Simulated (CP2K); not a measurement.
Runs of CP2K 2026.2 on KTaO3. The structure is cubic, space group Pm-3m (No. 221). Conventional cell: a = 3.988 Å, b = 3.988 Å, c = 3.988 Å, α = 90.00°, β = 90.00°, γ = 90.00°. Around Ta (site symmetry m-3m) lie 6 O at 1.99 Å. K (site symmetry m-3m) has 12 O at 2.82 Å as nearest neighbours. O (site symmetry 4/mmm) has 2 Ta at 1.99 Å as nearest neighbours. 

```csv
task,level,potentials or basis,smearing,EPS_DEFAULT,NGRIDS,CUTOFF of the grids,points a segment of the path (NPOINTS),bands added on the path,gap on the mesh (eV),pressure (GPa)
band structure,PBE,"POTENTIAL_UZH Ta GTH-PBE-q13, K GTH-PBE-q9, O GTH-PBE-q6; TZVP-MOLOPT-PBE-GTH basis",fermi-dirac 0.1 eV,1.0E-10,4,600 Ry,8,4,2.22,2.2
band structure,TB-mBJ,"POTENTIAL_UZH Ta GTH-PBE-q13, K GTH-PBE-q9, O GTH-PBE-q6; TZVP-MOLOPT-PBE-GTH basis",fermi-dirac 0.05 eV,1.0E-9,4,850 Ry,6,6,(b),-
band structure,PBEsol,"POTENTIAL_UZH Ta GTH-PBE-q13, K GTH-PBE-q9, O GTH-PBE-q6; TZVP-MOLOPT-PBE-GTH basis",fermi-dirac 0.01 eV,1.0E-9,4,600 Ry,6,2,(a),-2.6
band structure,r2SCAN,"POTENTIAL_UZH Ta GTH-SCAN-q13, K GTH-SCAN-q9, O GTH-SCAN-q6; TZVP-MOLOPT-SCAN-GTH basis",fermi-dirac 0.1 eV,1.0E-9,4,850 Ry,8,6,2.57,-3.5
```

Alike in all rows: no spin polarisation; cell as given; k mesh 7 × 7 × 7.

**Question.** Fill in the values left out.

**Answer.** (a) 2.15; (b) 2.40.

Caveats: spin-orbit coupling is left out, which moves the levels of the heavy elements; the basis of atomic orbitals isn't converged, which shifts pressures, moduli and gaps; the potentials were made for another functional, which shifts forces and pressure (some runs); this is a model potential without an energy functional, so only levels have meaning (some runs).

A k mesh can miss the band edges, and the runs leave out spin-orbit coupling on Ta.

Not every run made on this cell is shown here.
